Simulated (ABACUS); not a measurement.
# As: single point with PBEsol

Crystal: As.

```
As
1.0
     1.82500   -5.50000    0.00000
     1.82500    5.50000    0.00000
     0.00000    0.00000    4.47000
As
4
Direct
  0.39000 0.61000 0.56000
  0.89000 0.11000 0.94000
  0.61000 0.39000 0.44000
  0.11000 0.89000 0.06000
```

This isn't the form of As at room conditions, which is rhombohedral.

```json
{
  "Program": "ABACUS 3.10.1",
  "Task": "single point",
  "Functional": "PBEsol",
  "Potentials or basis": "SG15 ONCV 1.2 PBE",
  "Cutoff": "1143 eV",
  "Density cutoff": "4572 eV",
  "Basis": "plane waves",
  "k mesh": "6 × 6 × 5",
  "Occupations": "fermi-dirac, width 0.05 eV",
  "Spin": "no spin polarisation"
}
```

- Pressure: 1.5 GPa
- Largest force: 0.251 eV/Å
- Band gap on the k mesh: none (metal or under the smearing width)

Forces on the atoms (eV/Å):
```
As   0.000  0.228 -0.103
As   0.000  0.228  0.103
As   0.000 -0.228  0.103
As   0.000 -0.228 -0.103
```

Stress tensor (GPa, compression positive):
```
2.74 0.00 0.00
0.00 1.12 0.00
0.00 0.00 0.67
```

Levels at points of the mesh, in eV from the Fermi level:
| k point | band 8 | band 9 | band 10 | band 11 | band 12 | band 13 |
| --- | --- | --- | --- | --- | --- | --- |
| (0.00, 0.00, 0.00) | -2.30 | -1.89 | -1.11 | 1.88 | 1.90 | 2.43 |
| (0.50, 0.00, 0.00) | -2.58 | -2.45 | -2.45 | 0.73 | 0.73 | 0.92 |
| (0.50, 0.50, 0.00) | -1.75 | -1.27 | -0.47 | 0.09 | 1.83 | 2.33 |

It took 80 s on 4 MPI ranks on Intel(R) Xeon(R) Processor @ 2.50GHz (Skylake/Cascade Lake), with other jobs on the host, peak memory 0.68 GiB a rank.

Caveat: the potentials were made for another functional, which shifts forces and pressure.
